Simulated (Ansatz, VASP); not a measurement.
# ZnS (Wurtzite-4H): VASP beside Ansatz

The input INCAR:

```
PREC = Accurate
ENCUT = 600
EDIFF = 1E-7
ISMEAR = -1
SIGMA = 0.05
LREAL = False
LASPH = True
NELM = 60
ALGO = Fast
ISIF = 3
LWAVE = False
LCHARG = False
GGA = PE
IVDW = 13
IBRION = 2
NSW = 60
EDIFFG = -0.02
```

The input KPOINTS:

```
regular mesh
0
Gamma
  8 8 3
```

The input POSCAR:

```
ZnS
1.0
    3.8227000000      0.0000000000      0.0000000000
   -1.9113500000      3.3105553110      0.0000000000
    0.0000000000      0.0000000000     12.5200000000
Zn S
4 4
Direct
    0.6666666667      0.3333333333      0.7500000000
    0.3333333333      0.6666666667      0.2500000000
    0.0000000000      0.0000000000      0.5000000000
    0.0000000000      0.0000000000      0.0000000000
    0.6666666667      0.3333333333      0.9375000000
    0.3333333333      0.6666666667      0.4375000000
    0.0000000000      0.0000000000      0.6875000000
    0.0000000000      0.0000000000      0.1875000000
```

input.yaml

```yaml
crystal:
  lattice:
    - [3.8227, 0.0, 0.0]
    - [-1.91135, 3.310555311, 0.0]
    - [0.0, 0.0, 12.52]
  atoms:
    - { symbol: Zn, position: [0.6666666667, 0.3333333333, 0.75] }
    - { symbol: Zn, position: [0.3333333333, 0.6666666667, 0.25] }
    - { symbol: Zn, position: [0.0, 0.0, 0.5] }
    - { symbol: Zn, position: [0.0, 0.0, 0.0] }
    - { symbol: S, position: [0.6666666667, 0.3333333333, 0.9375] }
    - { symbol: S, position: [0.3333333333, 0.6666666667, 0.4375] }
    - { symbol: S, position: [0.0, 0.0, 0.6875] }
    - { symbol: S, position: [0.0, 0.0, 0.1875] }
hamiltonian:
  xc: pbe
  pseudopotentials: { kind: paw }
  dispersion: d4
kpoints:
  mp_grid: { grid: [8, 8, 3] }
scf:
  occupations: { method: fermi_dirac, width: 0.05 }
output:
  forces: true
  stress: true
  eigenvalues: true
  write_density: true
  write_potential: true
  elf: true
  volumetric_format: npy
relax:
  f_tol: 0.01
  max_steps: 40
  cell: { stress_tol: 0.05 }
```

Alike in both runs: task relaxation of cell and atoms; functional PBE; dispersion D4; k mesh 8 × 8 × 3; occupations fermi-dirac, width 0.05 eV; no spin polarisation.

```csv
,VASP,Ansatz
version,VASP 6.6.1,Ansatz 0.2.0
potentials or method,"VASP PAW PBE potentials, release 64 (Zn, S)",Ansatz PAW
plane-wave cutoff (eV),600,420
valence electrons in the cell,72,72
```

```tsv
	VASP	Ansatz	Ansatz less VASP
gap on the k mesh at the Fermi level, each at its own relaxed structure (eV)	2.20	2.21	+0.005
relaxed volume (Å³/atom)	19.50	19.45	-0.056
relaxed cell length with the largest relative difference (Å)	3.804	3.799	-0.0044
energy change over the relaxation (meV/atom)	-1	-2	-0.3
```

Caveats: an odd mesh through Γ misses points on the zone boundary, where band edges often lie (VASP); odd divisions of the mesh miss points on the zone boundary, where band edges often lie, so the gap on the mesh can be too wide (Ansatz); the plane-wave basis is chosen anew once the cell has moved, so the energies of steps on either side of that aren't comparable (Ansatz). As with any semilocal functional, this PBE gap is likely too small.
